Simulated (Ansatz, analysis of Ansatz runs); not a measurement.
# Migration in BaZrO3 (Pm-3m): V_O hop (3.0 Å), charge +2, part 3 of 3

Aim: the barrier of one jump in BaZrO3 (Pm-3m) at charge +2: V_O hop (3.0 Å). The model is a cell of 80 host atoms with 1 O taken out; O is the atom that moves.

Ansatz 0.2.0; plane-wave PAW DFT, PBEsol; nudged elastic band between two relaxed defect structures at fixed charge in a uniform background.

So far: Set-up; Relaxation of the start point, charge +2; Relaxation of the end point, charge +2.

### Step 4. Nudged elastic band, charge +2

3 movable images are laid between the ends on a pair-potential path, which keeps atoms from colliding in the first guess. Each image feels the true force across the path and a spring force along it. The highest image is set to climb to the top of the path.

This step: plane-wave PAW DFT, PBEsol; nudged elastic band between two relaxed defect structures at fixed charge in a uniform background.

The input, qp2_c80k1s.neb/input.yaml:

```yaml
crystal:
  lattice:
    - [0.0, 8.36127347, 8.36127347]
    - [8.36127347, 0.0, 8.36127347]
    - [8.36127347, 8.36127347, 0.0]
  atoms:
    - { symbol: Ba, position: [-0.00109717, -0.00067458, 0.00138522] }
    - { symbol: Ba, position: [0.24665019, 0.24728052, 0.24649589] }
    - { symbol: Zr, position: [0.12576974, 0.12426699, 0.12471468] }
    - { symbol: Zr, position: [0.36307133, 0.38493595, 0.36727804] }
    - { symbol: O, position: [0.00794338, 0.24653287, -0.0076141] }
    - { symbol: O, position: [0.23865227, 0.00225283, 0.26170153] }
    - { symbol: O, position: [-0.00260337, 0.00236499, 0.24782732] }
    - { symbol: O, position: [0.2572803, 0.24265747, 0.00399962] }
    - { symbol: O, position: [-0.00403219, 0.25647442, 0.24295586] }
    - { symbol: O, position: [0.25865922, -0.00849334, 0.00764276] }
    - { symbol: Ba, position: [0.00826486, -0.00381382, 0.49843758] }
    - { symbol: Ba, position: [0.24353208, 0.24885504, 0.75679493] }
    - { symbol: Zr, position: [0.12690272, 0.12392055, 0.62543026] }
    - { symbol: Zr, position: [0.37478199, 0.37494703, 0.87341201] }
    - { symbol: O, position: [0.01213486, 0.24662051, 0.48832894] }
    - { symbol: O, position: [0.23271297, -0.00347094, 0.76765539] }
    - { symbol: O, position: [-0.00725617, 0.00724734, 0.74448281] }
    - { symbol: O, position: [0.27147949, 0.23437008, 0.51298616] }
    - { symbol: O, position: [-0.00566181, 0.25942557, 0.73973398] }
    - { symbol: O, position: [0.25562315, -0.00799828, 0.50750524] }
    - { symbol: Ba, position: [-0.00109704, 0.49906313, 0.00141567] }
    - { symbol: Ba, position: [0.24663274, 0.75843219, 0.24655394] }
    - { symbol: Zr, position: [0.12363064, 0.62670155, 0.12173084] }
    - { symbol: Zr, position: [0.37534931, 0.87427512, 0.37501621] }
    - { symbol: O, position: [0.01410252, 0.74609988, -0.01378243] }
    - { symbol: O, position: [0.23652299, 0.50278487, 0.26411186] }
    - { symbol: O, position: [-0.00422532, 0.50430108, 0.24733953] }
    - { symbol: O, position: [0.2581582, 0.74167435, 0.00557766] }
    - { symbol: O, position: [-0.00481937, 0.7566821, 0.24186245] }
    - { symbol: O, position: [0.25892573, 0.48856054, 0.01063575] }
    - { symbol: Ba, position: [-0.00932842, 0.5032696, 0.50200129] }
    - { symbol: Ba, position: [0.25169187, 0.74968621, 0.74863396] }
    - { symbol: Zr, position: [0.1270292, 0.62283562, 0.62543709] }
    - { symbol: Zr, position: [0.37500422, 0.87587609, 0.87332212] }
    - { symbol: O, position: [0.01235268, 0.74584425, 0.48840242] }
    - { symbol: O, position: [0.23296308, 0.50751832, 0.76734931] }
    - { symbol: O, position: [-0.00532196, 0.50528105, 0.74505508] }
    - { symbol: O, position: [0.25447395, 0.74526659, 0.50310491] }
    - { symbol: O, position: [-0.00831694, 0.76011602, 0.7392124] }
    - { symbol: O, position: [0.27122504, 0.47791182, 0.51602083] }
    - { symbol: Ba, position: [0.49828701, -0.00415475, 0.00961606] }
    - { symbol: Ba, position: [0.7589392, 0.24881148, 0.24129036] }
    - { symbol: Zr, position: [0.62563635, 0.12406644, 0.12573351] }
    - { symbol: Zr, position: [0.87429133, 0.37471586, 0.37465062] }
    - { symbol: O, position: [0.51222021, 0.24673659, -0.01217918] }
    - { symbol: O, position: [0.74401676, -0.00369493, 0.25642896] }
    - { symbol: O, position: [0.49263129, 0.00709095, 0.24484465] }
    - { symbol: O, position: [0.75481682, 0.24492442, 0.00113265] }
    - { symbol: O, position: [0.50468666, 0.24750703, 0.2583236] }
    - { symbol: O, position: [0.7563923, -0.00888104, 0.00763884] }
    - { symbol: Ba, position: [0.50228956, -0.00838926, 0.4977732] }
    - { symbol: Ba, position: [0.75391752, 0.2514855, 0.75402148] }
    - { symbol: Zr, position: [0.63306876, 0.11496699, 0.63725735] }
    - { symbol: Zr, position: [0.87561248, 0.37458304, 0.87453317] }
    - { symbol: O, position: [0.73623943, 0.00314362, 0.76380244] }
    - { symbol: O, position: [0.48643593, 0.01929664, 0.73043598] }
    - { symbol: O, position: [0.73863874, 0.25446606, 0.49218445] }
    - { symbol: O, position: [0.4852467, 0.2661348, 0.72770319] }
    - { symbol: O, position: [0.74097746, 0.00721905, 0.49830702] }
    - { symbol: Ba, position: [0.50186413, 0.50246549, -0.00783319] }
    - { symbol: Ba, position: [0.7515047, 0.74960603, 0.24885622] }
    - { symbol: Zr, position: [0.6256214, 0.6234205, 0.12592635] }
    - { symbol: Zr, position: [0.87470471, 0.87502087, 0.37476397] }
    - { symbol: O, position: [0.51170217, 0.7472375, -0.01162128] }
    - { symbol: O, position: [0.74433008, 0.50881443, 0.25590673] }
    - { symbol: O, position: [0.50555146, 0.4878952, 0.26262692] }
    - { symbol: O, position: [0.7550959, 0.74520342, 0.00201494] }
    - { symbol: O, position: [0.49176466, 0.75803049, 0.24138282] }
    - { symbol: O, position: [0.75521111, 0.49319699, 0.00619473] }
    - { symbol: Ba, position: [0.50257144, 0.50675031, 0.49803344] }
    - { symbol: Ba, position: [0.75365873, 0.74083734, 0.75327512] }
    - { symbol: Zr, position: [0.6252909, 0.62432648, 0.62498055] }
    - { symbol: Zr, position: [0.87859306, 0.87175058, 0.87669112] }
    - { symbol: O, position: [0.51292484, 0.74770802, 0.48739772] }
    - { symbol: O, position: [0.7385851, 0.50194559, 0.76172674] }
    - { symbol: O, position: [0.49503198, 0.50457985, 0.74741796] }
    - { symbol: O, position: [0.75735562, 0.74228726, 0.50548584] }
    - { symbol: O, position: [0.49497781, 0.75625446, 0.74309799] }
    - { symbol: O, position: [0.75711232, 0.4886538, 0.51069517] }
total_charge: 2
basis:
  ecutwfc: 420
  xc_grid: 2
hamiltonian:
  xc: pbesol
kpoints:
  mp_grid: { grid: [1, 1, 1], shift: [0.25, 0.25, 0.25] }
scf:
  occupations: { method: fixed }
  max_iter: 120
output:
  forces: true
neb:
  images: 3
  f_tol: 0.04
  climbing: true
  initial_path: idpp
  max_iterations: 45
  order_check: false
  final_atoms:
    - { symbol: Ba, position: [0.00237309, -7.415e-05, -0.00116589] }
    - { symbol: Ba, position: [0.24950068, 0.24516617, 0.24573486] }
[... 1 atom line left out ...]
    - { symbol: Zr, position: [0.38515152, 0.36579292, 0.36302386] }
[... 7 atom lines left out ...]
    - { symbol: Ba, position: [0.25291304, 0.24040069, 0.75857682] }
[... 5 atom lines left out ...]
    - { symbol: O, position: [0.24366912, 0.26337616, 0.51058713] }
[... 7 atom lines left out ...]
    - { symbol: O, position: [0.23413792, 0.51509938, 0.27267228] }
[... 6 atom lines left out ...]
    - { symbol: Zr, position: [0.11523926, 0.63580196, 0.63289798] }
[... 2 atom lines left out ...]
    - { symbol: O, position: [0.25202489, 0.49638629, 0.74317987] }
[... 3 atom lines left out ...]
    - { symbol: O, position: [0.4954238, 0.25646513, 0.50002685] }
[... 8 atom lines left out ...]
    - { symbol: O, position: [0.49275544, 0.26125476, 0.23778162] }
[... 3 atom lines left out ...]
    - { symbol: Zr, position: [0.62605518, 0.124339, 0.62518118] }
[... 4 atom lines left out ...]
    - { symbol: O, position: [0.50003851, 0.25383404, 0.74481218] }
[... 7 atom lines left out ...]
    - { symbol: O, position: [0.48378926, 0.51025737, 0.26780232] }
[... 3 atom lines left out ...]
    - { symbol: Ba, position: [0.50964249, 0.49702681, 0.50207735] }
[... 8 atom lines left out ...]
    - { symbol: O, position: [0.75591074, 0.48782232, 0.51093892] }
```

Run with:

```
> ansatz run input.yaml --threads 4 --pin off --max-ram 14131MiB --backend cpu --events-out ev --progress --plain --runs-dir out
```

Numbers of over 12 decimals in the logs are rounded to 6 here.

The log of the run:

```text
[...]
Warning: neb: disabling space-group detection — the band's intermediate images generally break the endpoint symmetry, so the full k-mesh is solved, and no spatial operation symmetrises the density, except that a semilocal band can use its path's symmetry [...]
[...]
parallel-image band execution: 3 concurrent image workers
NEB image 0
Crystal: 79 atoms, lattice volume = 1169.088 Å³
Basis set: ecut = 420 eV, 22995 PW (Γ), exchange–correlation on 160×160×160 points (8 copies of the dense FFT grid, shifted against one another)
Bands: 395, of which v1, the nominal top of the filled ones, is band 316 counted from 1 (315 counted from 0)
Symmetry: 1 space group operations
k-points: 1
[...]
SCF iter   1: F=—  HF=-186387.829034 eV  |F-HF|=—  |Δ(HF+E_count)|=         —  Δρ=9.78e-3  dr2=1.19e0  ethr=1.77e-3  ⟨swp⟩=5.0  Hψ=1322  notcnv=0  defer=75
[...]
SCF iter  10: F=-186387.546656 eV  HF=-186387.546656 eV  |F-HF|=6.46e-9  |Δ(HF+E_count)|=   9.72e-8  Δρ=1.27e-6  dr2=1.75e-8  ethr=1.58e-11  ⟨swp⟩=4.0  Hψ=1335  notcnv=0
SCF 1 converged in 10 iterations: F = -186387.546656 eV  dr2 = 1.75e-8
[...]
NSCF: frozen V_eff on 1 k-points
NEB image 4
SCF iter   1: F=—  HF=-186387.829199 eV  |F-HF|=—  |Δ(HF+E_count)|=         —  Δρ=9.77e-3  dr2=1.19e0  ethr=1.77e-3  ⟨swp⟩=5.0  Hψ=1322  notcnv=0  defer=75
[...]
SCF iter  10: F=-186387.547219 eV  HF=-186387.547219 eV  |F-HF|=6.72e-9  |Δ(HF+E_count)|=   9.74e-8  Δρ=1.27e-6  dr2=1.77e-8  ethr=1.58e-11  ⟨swp⟩=4.0  Hψ=1335  notcnv=0
SCF 2 converged in 10 iterations: F = -186387.547219 eV  dr2 = 1.77e-8
[...]
NEB end point (image 0): max|allowed force component| = 1.095e-2 eV/Å (the criterion of neb.relax_end_points is 1.000e-2)
NEB end point (image 4): max|allowed force component| = 1.324e-2 eV/Å (the criterion of neb.relax_end_points is 1.000e-2)
NEB image 1
SCF iter   1: F=—  HF=-186386.864827 eV  |F-HF|=—  |Δ(HF+E_count)|=         —  Δρ=9.78e-3  dr2=1.13e0  ethr=1.77e-3  ⟨swp⟩=5.0  Hψ=1322  notcnv=0  defer=75
[...]
SCF iter  10: F=-186386.598841 eV  HF=-186386.598842 eV  |F-HF|=5.64e-8  |Δ(HF+E_count)|=   1.01e-7  Δρ=2.62e-6  dr2=7.09e-8  ethr=1.58e-11  ⟨swp⟩=4.0  Hψ=1347  notcnv=0
SCF 3 converged in 10 iterations: F = -186386.598841 eV  dr2 = 7.09e-8
NEB image 2
SCF iter   1: F=—  HF=-186386.209496 eV  |F-HF|=—  |Δ(HF+E_count)|=         —  Δρ=9.84e-3  dr2=1.10e0  ethr=1.77e-3  ⟨swp⟩=5.0  Hψ=1324  notcnv=0  defer=73
[...]
SCF iter   9: F=-186385.951869 eV  HF=-186385.951869 eV  |F-HF|=1.05e-8  |Δ(HF+E_count)|=   3.77e-7  Δρ=2.79e-6  dr2=8.15e-8  ethr=1.58e-11  ⟨swp⟩=5.0  Hψ=1363  notcnv=0
SCF 4 converged in 9 iterations: F = -186385.951869 eV  dr2 = 8.15e-8
NEB image 3
SCF iter   1: F=—  HF=-186386.900456 eV  |F-HF|=—  |Δ(HF+E_count)|=         —  Δρ=9.76e-3  dr2=1.12e0  ethr=1.77e-3  ⟨swp⟩=5.0  Hψ=1321  notcnv=0  defer=76
[...]
SCF iter  10: F=-186386.637341 eV  HF=-186386.637341 eV  |F-HF|=5.17e-8  |Δ(HF+E_count)|=   9.92e-8  Δρ=2.51e-6  dr2=6.53e-8  ethr=1.58e-11  ⟨swp⟩=4.0  Hψ=1347  notcnv=0
SCF 5 converged in 10 iterations: F = -186386.637341 eV  dr2 = 6.53e-8
NEB iter   1: max|band force component| = 1.561e0 eV/Å  barrier→ = 1.5948 eV  barrier← = 1.5953 eV  Δτ_max = 0.1994 Å  (49 SCF iters)
[... from here on, the SCF cycles and remarks between the steps are left out ...]
NEB iter   2: max|band force component| = 1.156e0 eV/Å  barrier→ = 1.4172 eV  barrier← = 1.4177 eV  Δτ_max = 0.1890 Å  (30 SCF iters)
NEB iter   3: max|band force component| = 5.549e-1 eV/Å  barrier→ = 0.8567 eV  barrier← = 0.8572 eV  Δτ_max = 0.0532 Å  (28 SCF iters)
NEB iter   4: max|band force component| = 3.204e-1 eV/Å  barrier→ = 0.7115 eV  barrier← = 0.7121 eV  CI = image 2  Δτ_max = 0.0466 Å  (27 SCF iters)
NEB iter   5: max|band force component| = 2.380e-1 eV/Å  barrier→ = 0.6841 eV  barrier← = 0.6846 eV  CI = image 2  Δτ_max = 0.0771 Å  (21 SCF iters)
NEB iter   6: max|band force component| = 1.971e-1 eV/Å  barrier→ = 0.6355 eV  barrier← = 0.6361 eV  CI = image 2  Δτ_max = 0.0819 Å  (25 SCF iters)
NEB iter   7: max|band force component| = 1.219e-1 eV/Å  barrier→ = 0.6313 eV  barrier← = 0.6319 eV  CI = image 2  Δτ_max = 0.0257 Å  (24 SCF iters)
NEB iter   8: max|band force component| = 9.140e-2 eV/Å  barrier→ = 0.6275 eV  barrier← = 0.6281 eV  CI = image 2  Δτ_max = 0.0322 Å  (21 SCF iters)
NEB iter   9: max|band force component| = 6.920e-2 eV/Å  barrier→ = 0.6237 eV  barrier← = 0.6243 eV  CI = image 2  Δτ_max = 0.0127 Å  (21 SCF iters)
NEB iter  10: max|band force component| = 4.112e-2 eV/Å  barrier→ = 0.6210 eV  barrier← = 0.6216 eV  CI = image 2  Δτ_max = 0.0147 Å  (21 SCF iters)
NEB iter  11: max|band force component| = 7.899e-2 eV/Å  barrier→ = 0.6191 eV  barrier← = 0.6197 eV  CI = image 2  Δτ_max = 0.0074 Å  (21 SCF iters)
NEB iter  12: max|band force component| = 3.694e-2 eV/Å  barrier→ = 0.6176 eV  barrier← = 0.6182 eV  CI = image 2  Δτ_max = 0.0075 Å  (21 SCF iters)
NEB iter  13: max|band force component| = 3.704e-2 eV/Å  barrier→ = 0.6162 eV  barrier← = 0.6168 eV  CI = image 2  Δτ_max = 0.0078 Å  (6 SCF iters)
[...]
Free energy (F): -186386.937078 eV
[...]
Internal energy: -186386.937078 eV  (E = F + TS)
E sigma→0 (E₀):  -186386.937078 eV
Fermi energy:    9.628961 eV
[...]
--- Forces (eV/Å), atoms counted from 1 ---
  atom   1  Ba    -0.00153500    -0.00052852    -0.00234760
  atom   2  Ba    -0.00229937    -0.00056315    -0.00201116
  [... 1 atom left out ...]
  atom   4  Zr     0.00103301     0.00170182    -0.00092701
  [... 7 atoms left out ...]
  atom  12  Ba    -0.00074540    -0.00087191     0.00108020
  [... 5 atoms left out ...]
  atom  18  O     -0.00243850     0.00113607     0.00006127
  [... 7 atoms left out ...]
  atom  26  O     -0.00214595     0.00077707    -0.00220011
  [... 6 atoms left out ...]
  atom  33  Zr    -0.00144665    -0.00100983    -0.00133095
  [... 6 atoms left out ...]
  atom  40  O      0.00037519    -0.00072016    -0.00006895
  [... 8 atoms left out ...]
  atom  49  O      0.00189423     0.00165435     0.00297502
  [... 8 atoms left out ...]
  atom  58  O      0.00091211     0.00123661     0.00271451
  [... 7 atoms left out ...]
  atom  66  O      0.00204737    -0.00143094     0.00027023
  [... 3 atoms left out ...]
  atom  70  Ba     0.00004477    -0.00061752     0.00038339
  [... 9 atoms left out ...]
  max |Σ_I F_I| component: 3.42e-5 eV/Å
--- Band table (eV) ---
[...]
this run last wrote the band of iteration 23 to <dir>; this run last wrote the band within `neb.f_tol` of iteration 20 to <dir>
--- NEB band (5 images, 23 band iterations, 441 SCF iterations) ---
  forward barrier  = 0.609578 eV
  backward barrier = 0.610141 eV
  climbing image's point = of an order that was not read
  energies are F+E_penalty+E_count in eV, relative to image 0
  image     s (Å)  Δ vs image 0  max|band force component| (eV/Å)
      0    0.0000      0.000000                                 —
      1    0.8615      0.258792                          3.376e-2
  *   2    1.7231      0.609578                          6.344e-3
      3    2.7283      0.175073                          3.156e-2
      4    3.7343     -0.000563                                 —
  climbing-image geometry (image 2):
  cell:  # Å, volume = 1169.0882 Å³
    - [0.0, 8.36127347, 8.36127347]
    - [8.36127347, 0.0, 8.36127347]
    - [8.36127347, 8.36127347, 0.0]
  atoms:
    - { symbol: Ba, position: [0.000905, -0.000249, 0.000897] }
    - { symbol: Ba, position: [0.245547, 0.244585, 0.250020] }
    - { symbol: Zr, position: [0.126072, 0.123874, 0.125919] }
    - { symbol: Zr, position: [0.374919, 0.375467, 0.361519] }
    - { symbol: O, position: [0.002192, 0.247863, -0.000840] }
    - { symbol: O, position: [0.243619, 0.000471, 0.257886] }
    - { symbol: O, position: [-0.002830, 0.002655, 0.252602] }
    - { symbol: O, position: [0.254932, 0.244566, 0.002877] }
    - { symbol: O, position: [-0.000177, 0.254271, 0.245529] }
    - { symbol: O, position: [0.252824, -0.006111, 0.005580] }
    - { symbol: Ba, position: [0.002779, 0.004312, 0.497744] }
    - { symbol: Ba, position: [0.246282, 0.244457, 0.761381] }
    - { symbol: Zr, position: [0.125894, 0.123530, 0.624223] }
    - { symbol: Zr, position: [0.375678, 0.374560, 0.877746] }
    - { symbol: O, position: [-0.000897, 0.240905, 0.497485] }
    - { symbol: O, position: [0.241117, -0.003435, 0.757155] }
    - { symbol: O, position: [-0.008337, 0.004466, 0.749400] }
    - { symbol: O, position: [0.254735, 0.242492, 0.487454] }
    - { symbol: O, position: [-0.002650, 0.252727, 0.743557] }
    - { symbol: O, position: [0.244734, -0.016664, 0.511829] }
    - { symbol: Ba, position: [-0.000839, 0.497753, 0.007677] }
    - { symbol: Ba, position: [0.250243, 0.758071, 0.243324] }
    - { symbol: Zr, position: [0.125406, 0.625387, 0.127098] }
    - { symbol: Zr, position: [0.375901, 0.871583, 0.375780] }
    - { symbol: O, position: [0.011387, 0.745121, -0.009642] }
    - { symbol: O, position: [0.227998, 0.516540, 0.274723] }
    - { symbol: O, position: [-0.004320, 0.502917, 0.250679] }
    - { symbol: O, position: [0.258905, 0.743007, 0.000496] }
    - { symbol: O, position: [-0.006073, 0.761336, 0.238539] }
    - { symbol: O, position: [0.255675, 0.488932, 0.014735] }
    - { symbol: Ba, position: [-0.009518, 0.499867, 0.502344] }
    - { symbol: Ba, position: [0.253666, 0.750599, 0.754066] }
    - { symbol: Zr, position: [0.120021, 0.631522, 0.633854] }
    - { symbol: Zr, position: [0.376274, 0.877077, 0.872662] }
    - { symbol: O, position: [0.018130, 0.734780, 0.487713] }
    - { symbol: O, position: [0.241715, 0.503496, 0.760160] }
    - { symbol: O, position: [0.013361, 0.493197, 0.734016] }
    - { symbol: O, position: [0.265546, 0.728061, 0.489478] }
    - { symbol: O, position: [-0.002769, 0.758861, 0.737949] }
    - { symbol: O, position: [0.377875, 0.372261, 0.525655] }
    - { symbol: Ba, position: [0.499379, -0.001147, 0.007129] }
    - { symbol: Ba, position: [0.761687, 0.247911, 0.241867] }
    - { symbol: Zr, position: [0.627085, 0.123044, 0.127243] }
    - { symbol: Zr, position: [0.873205, 0.374720, 0.375400] }
[...]
- { symbol: Ba, position: [0.503096, -0.009692, 0.499152] }
    - { symbol: Ba, position: [0.752422, 0.250556, 0.754963] }
    - { symbol: Zr, position: [0.630858, 0.117926, 0.635929] }
    - { symbol: Zr, position: [0.878847, 0.374016, 0.872964] }
[...]
- { symbol: Ba, position: [0.506275, 0.503706, -0.009633] }
    - { symbol: Ba, position: [0.751223, 0.749412, 0.250871] }
    - { symbol: Zr, position: [0.626104, 0.625320, 0.123222] }
    - { symbol: Zr, position: [0.876579, 0.873588, 0.375258] }
[...]
- { symbol: O, position: [0.501999, 0.758144, 0.238883] }
    - { symbol: O, position: [0.758663, 0.500432, -0.005179] }
    - { symbol: Ba, position: [0.507127, 0.502682, 0.501668] }
    - { symbol: Ba, position: [0.748490, 0.745615, 0.753799] }
    - { symbol: Zr, position: [0.626046, 0.624426, 0.625456] }
    - { symbol: Zr, position: [0.876656, 0.873727, 0.880254] }
    - { symbol: O, position: [0.507641, 0.750745, 0.493563] }
    - { symbol: O, position: [0.745129, 0.500457, 0.756458] }
    - { symbol: O, position: [0.495273, 0.505321, 0.751645] }
    - { symbol: O, position: [0.756180, 0.743763, 0.503113] }
    - { symbol: O, position: [0.500393, 0.754337, 0.745303] }
    - { symbol: O, position: [0.753449, 0.492108, 0.507396] }
[key lines of the parts left out:]
SCF converged after 5 iterations
```

It took 53 min on 4 threads of Arm Neoverse N1, shared host; peak memory 6.9 GiB; 2.7 h of CPU time.

Images along the path:

```csv
image,path (Å),energy (eV),"O40: x, y, z (Å)"
0,0.000,0.0000,"8.311, 6.582, 6.264"
1,0.862,0.2588,"8.066, 6.987, 6.262"
2,1.723,0.6096,"7.508, 7.555, 6.272"
3,2.728,0.1751,"6.832, 8.164, 6.287"
4,3.734,-0.0006,"6.325, 8.323, 6.287"
```

Numbers from this step:

| Item | Value |
| --- | --- |
| free energy | -186386.9371 eV |
| barrier forward | 0.6096 eV |
| barrier backward | 0.6101 eV |
| end less start | -5.63e-4 eV |
| hop length | 2.641 Å |

Track of the atom that was set to move:

```
image  x (Å)  y (Å)  z (Å)  nearest neighbour  distance (Å)
    0  8.311  6.582  6.264                 Zr         2.076
    1  8.066  6.987  6.262                 Zr         2.002
    2  7.508  7.555  6.272                 Zr          1.94
    3  6.832  8.164  6.287                 Zr         2.026
    4  6.325  8.323  6.287                 Zr          2.08
```

The band met its tolerance of 0.04 eV/Å after 23 iterations, with image 2 on top (the start counts as 0). O40, which moves farthest between the ends, has 2 Zr at 2.08 to 2.15 Å nearest at the start and 1 Zr at 1.94 Å at the top.

### Step 5. Results

```
barrier forward                         : 0.61 eV
barrier backward                        : 0.61 eV
end less start                          : 0.00 eV
hop length                              : 2.64 Å
band iterations, as the log counts them : 23
```

The top of the band lies 0.61 eV above the start and 0.61 eV above the end. With an assumed prefactor of 1e13 per second it gives one hop a second along this one path at about 240 K; whether such hops link up through the crystal wasn't checked. At the top O40 stands 1.94 Å from its nearest Zr, 0.14 Å closer than at the start. The order of the top as a saddle was not checked for all atoms, so a bent path could be lower. No image-charge correction is applied; it largely cancels along a path if the charge stays localised alike. Keep in mind: one k-point off the zone centre stands for the whole zone; spin–orbit coupling, which can matter with heavy atoms, is left out.

[Logs are printed without paths, hosts, clocks, repeated set-up lines and the standing remarks that a program may print on its own settings, such as how far it seeks lower states.]

[Hosts, paths, dates, database ids (printed as entryN), source tags and the programs' standing remarks are cut or masked in the printed files.]
